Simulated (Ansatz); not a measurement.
CaF2, DFT, LDA, all-electron LAPW, scalar-relativistic (Ansatz 0.2.0), run on 1 thread of Arm Neoverse V1 on a shared host.

The cell comes from COD entry 5000222, which wasn't checked; take it as a given geometry. The listed cell was then made from it by scaling, straining or moving an atom.

Command: `ansatz run input.yaml --threads 1 --pin off --max-ram 4096MiB --backend cpu --events-out ev --progress --plain --runs-dir out`

```yaml
crystal:
  lattice:
    - [0.0, 2.7221153164, 2.7221153164]
    - [2.7221153164, 0.0, 2.7221153164]
    - [2.7221153164, 2.7221153164, 0.0]
  atoms:
    - { symbol: Ca, position: [0.0, 0.0, 0.0] }
    - { symbol: F, position: [0.25, 0.25, 0.25] }
    - { symbol: F, position: [0.75, 0.75, 0.75] }
kpoints:
  mp_grid: { grid: [10, 10, 10] }
  band_path:
    path:
      - [0.0, 0.0, 0.0]
      - [0.5, 0.0, 0.5]
      - [0.625, 0.25, 0.625]
      - [0.375, 0.375, 0.75]
      - [0.0, 0.0, 0.0]
      - [0.5, 0.5, 0.5]
      - [0.5, 0.25, 0.75]
      - [0.5, 0.0, 0.5]
    npoints: 5
scf:
  occupations: { method: fermi_dirac, width: 0.03 }
hamiltonian:
  xc: lda
  pseudopotentials: { kind: all_electron, lapw: { basis_error: 0.0005 } }
output:
  forces: true
  stress: true
  eigenvalues: true
```

(1) How large is the problem that the program sets up?

(2) Estimate the wall time and the peak memory.

## Answers

(1) 47 irreducible k-points, 411 plane waves at Γ, 20 bands.

(2) 16 s of wall time for 8 SCF iterations, with a peak of 0.34 GiB. Times on shared machines scatter by tens of per cent.
